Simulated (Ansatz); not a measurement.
Method: DFT PBE, scalar-relativistic, plane waves, PAW in Ansatz 0.2.0. Settings: cutoff 420 eV, Γ-centred meshes spaced at most about 0.3 Å⁻¹ (2π included), Gaussian smearing. No spin polarisation.

Temperature and zero-point effects are left out.

Compare these two cells of CdS5, each relaxed at this level.

A.

```
CELL_PARAMETERS angstrom
4.71517 0.00000 0.00000
0.00033 4.81227 0.00000
1.73285 1.53481 16.78492
ATOMIC_POSITIONS crystal
Cd 0.98692 0.08448 0.00175
Cd 0.48792 0.58568 0.99878
S 0.63828 0.13237 0.68545
S 0.32935 0.42331 0.73135
S 0.18019 0.64793 0.63930
S 0.48948 0.96728 0.59337
S 0.07308 0.99457 0.26844
S 0.34921 0.27957 0.31473
S 0.13345 0.45019 0.40642
S 0.85734 0.76451 0.35989
S 0.96223 0.56315 0.06858
S 0.51256 0.10697 0.93194
```

B.

```
CELL_PARAMETERS angstrom
4.37164 0.00000 0.00000
-1.02960 4.30042 0.00000
-1.83553 -1.58489 8.76654
ATOMIC_POSITIONS crystal
Cd 0.03342 0.07883 0.99826
S 0.87454 0.57931 0.64707
S 0.45104 0.28619 0.49523
S 0.57193 0.98363 0.34201
S 0.61329 0.22158 0.15620
S 0.80979 0.49647 0.86124
```

Question: Which form is favoured at zero pressure, and by what margin per atom?

Answer: A is lower, by 23 meV/atom. A has space group P1 (No. 1), 31.7 Å³/atom and a gap of 0.93 eV on its mesh; B has space group P1 (No. 1), 27.5 Å³/atom and a gap of 1.18 eV. Counting S atoms around Cd (those within 1.25 times the shortest such distance or 1.15 times the sum of covalent radii, 1.27 where that leaves under three), A and B both have Cd 4. A holds S–S chains (shortest 2.00 Å); B holds S–S units of three or more atoms (shortest 2.04 Å). Origin: A and B, each invented, then shaken at random and relaxed again.

No dispersion correction is applied, so the spacing and binding between layers, chains or molecules are poorly described (P1 at 31.7 Å³/atom), and this can change margins and order among such cells. Kohn–Sham gaps at this level usually fall short of measured ones. Cells relaxed within their symmetry can be saddle points.
